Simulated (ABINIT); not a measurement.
Ag:

```xyz
1
Lattice="0.0000 2.0427 2.0427 2.0427 0.0000 2.0427 2.0427 2.0427 0.0000" Properties=species:S:1:pos:R:3 pbc="T T T"
Ag    0.0000    0.0000    0.0000
```

Base run:

| Quantity | Value |
| --- | --- |
| Program | ABINIT 10.8.3 (patched build) |
| Functional | OLYP |
| Potentials or basis | PseudoDojo NC SR PBE v0.4.1 standard |
| Cutoff | 1116 eV |
| k mesh | 11 × 11 × 11 |
| Occupations | fermi-dirac, width 0.05 eV |
| Spin | no spin polarisation |

Its results: band gap on the k mesh none (metal or under the smearing width); pressure 6.2 GPa.

Task: The run is repeated on the same cell with these changes: functional from OLYP to rPW86PBE. What comes out?

Result: Band gap on the k mesh none (metal or under the smearing width); pressure 11.2 GPa.

Caveats: the potentials were made for another functional, which shifts forces and pressure.
